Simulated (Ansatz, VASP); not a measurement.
**BP: VASP beside Ansatz**

File INCAR:

```
SYSTEM = BP
PREC = Accurate
ENCUT = 520
EDIFF = 1E-7
ISMEAR = -1
SIGMA = 0.05
LREAL = .False.
LASPH = .True.
NELM = 100
ALGO = Normal
ISIF = 2
LWAVE = .False.
LCHARG = .False.
GGA = CA
NBANDS = 11
```

The input KPOINTS:

```
regular mesh
0
Gamma
  15 15 15
  0 0 0
```

The input POSCAR:

```
BP
1.0
    0.0000000000      2.2383340787      2.2383340787
    2.2383340787      0.0000000000      2.2383340787
    2.2383340787      2.2383340787      0.0000000000
B P
1 1
Direct
    0.0000000000      0.0000000000      0.0000000000
    0.7500000000      0.7500000000      0.7500000000
```

Input for Ansatz:

```yaml
crystal:
  lattice:
    - [0.0, 2.2383340787, 2.2383340787]
    - [2.2383340787, 0.0, 2.2383340787]
    - [2.2383340787, 2.2383340787, 0.0]
  atoms:
    - { symbol: B, position: [0.0, 0.0, 0.0] }
    - { symbol: P, position: [0.75, 0.75, 0.75] }
kpoints:
  mp_grid: { grid: [15, 15, 15] }
  band_path:
    path:
      - [0.0, 0.0, 0.0]
      - [-0.5, -0.5, 0.0]
      - [-0.375, -0.375, 0.25]
      - [-0.375, 0.0, 0.375]
      - [0.0, 0.0, 0.0]
      - [0.0, 0.0, 0.5]
      - [-0.5, -0.25, 0.25]
      - [-0.5, -0.5, 0.0]
    npoints: 5
scf:
  occupations: { method: fermi_dirac, width: 0.05 }
hamiltonian:
  xc: lda
  pseudopotentials: { kind: all_electron, lapw: { basis_error: 0.001 } }
output:
  forces: true
  stress: true
  eigenvalues: true
```

Change from the starting cell: volume scaled by 0.96.

Alike in both runs: task single point; functional LDA; k mesh 15 × 15 × 15; occupations fermi-dirac, width 0.05 eV; no spin polarisation.

|  | VASP | Ansatz |
| --- | --- | --- |
| version | VASP 6.6.1 | Ansatz 0.2.0 |
| potentials or method | VASP PAW LDA potentials, release 64 (B, P) | all-electron LAPW, scalar-relativistic |
| plane-wave cutoff (eV) | 520 | see its input |

|  | VASP | Ansatz | Ansatz less VASP |
| --- | --- | --- | --- |
| pressure (GPa) | 1.5 | 1.6 | +0.10 |

Ansatz ran all-electron here, so the differences hold the error of VASP's frozen core and of both bases.

Caveats: an odd mesh through Γ misses points on the zone boundary, where band edges often lie.
